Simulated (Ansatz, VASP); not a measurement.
Two plane-wave programs on Cu

INCAR

```
SYSTEM = Cu
  PREC = Accurate
  ENCUT = 520
  EDIFF = 1E-6
  ISMEAR = 0
  SIGMA = 0.15
  LREAL = .FALSE.
  LASPH = .TRUE.
  NELM = 60
  ALGO = Normal
  ISIF = 2
  LWAVE = .FALSE.
  LCHARG = .FALSE.
  GGA = PE
  NBANDS = 18
```

The input KPOINTS:

```
regular mesh
0
G
  14 14 8
  0 0 0
```

The input POSCAR:

```
Cu
1.0
   -1.4755302431      1.4755302431      1.3795566846
    1.4755302431     -1.4755302431      1.3795566846
    2.9510604861      2.9510604861      0.0000000000
Cu
2
Direct
    0.0000000000      0.0000000000      0.0000000000
    0.5000000000      0.5000000000      0.5000000000
```

Input for Ansatz:

```yaml
crystal:
  lattice:
    - [-1.4755302431, 1.4755302431, 1.3795566846]
    - [1.4755302431, -1.4755302431, 1.3795566846]
    - [2.9510604861, 2.9510604861, 0.0]
  atoms:
    - { symbol: Cu, position: [0.0, 0.0, 0.0] }
    - { symbol: Cu, position: [0.5, 0.5, 0.5] }
basis:
  ecutwfc: 420
kpoints:
  mp_grid: { grid: [14, 14, 8] }
hamiltonian:
  xc: pbe
scf:
  occupations: { method: gaussian, width: 0.15 }
output:
  forces: true
  stress: true
  eigenvalues: true
  write_density: true
  write_potential: true
  elf: true
  volumetric_format: npy
```

Alike in both runs: task single point; functional PBE; k mesh 14 × 14 × 8; occupations gaussian, width 0.15 eV; no spin polarisation.

|  | VASP | Ansatz |
| --- | --- | --- |
| version | VASP 6.6.1 | Ansatz 0.2.0 |
| potentials or method | VASP PAW PBE potentials, release 64 (Cu) | scalar-relativistic, plane waves, PAW |
| plane-wave cutoff (eV) | 520 | 420 |
| valence electrons in the cell | 22 | 38 |

|  | VASP | Ansatz | Ansatz less VASP |
| --- | --- | --- | --- |
| gap on the k mesh at the Fermi level (eV) | none | none | - |
| pressure (GPa) | 0.7 | -0.1 | -0.81 |
| largest component of the traceless stress (GPa) | 0.40 | 0.41 | +0.006 |

A gap of «none» marks a metal or a gap that the smearing closes. The functional is the same, so the differences come from potentials, cutoffs and numerics. The two sets of potentials don't hold the same shells in valence.
